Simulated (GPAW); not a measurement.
Ag in GPAW: the effect of strain hydrostatic

Crystal: Ag.

```xyz
1
Lattice="0.0000 1.9610 1.9610 1.9610 0.0000 1.9610 1.9610 1.9610 0.0000" Properties=species:S:1:pos:R:3 pbc="T T T"
Ag    0.0000    0.0000    0.0000
```

Alike in all runs:

* Program: GPAW 26.7.0
* Task: single point
* Functional: PBEsol
* Potentials or basis: PAW data sets generated in the run's folder for this functional
* Cutoff: 600 eV
* Basis: pw
* k mesh: 11 × 11 × 11
* Occupations: fermi-dirac, width 0.05 eV
* Spin: no spin polarisation
* Maxiter: 150

| strain hydrostatic | pressure (GPa) |
| --- | --- |
| -0.04 | 15.4 |
| -0.02 | 4.6 |
| -0.01 | 0.5 |
| 0 | -2.9 |
| 0.01 | ? |
| 0.02 | -7.9 |
| 0.04 | -11.2 |

What does the run with strain hydrostatic 0.01 give?

Pressure -5.7 GPa.

Worked out: A parabola through the other rows of the pressure, of slope -265 GPa per unit of strain hydrostatic there, gives -5.9 GPa, against the run's -5.7.

Caveats: the density grid can change from cell to cell, which puts small steps into energies and stress.
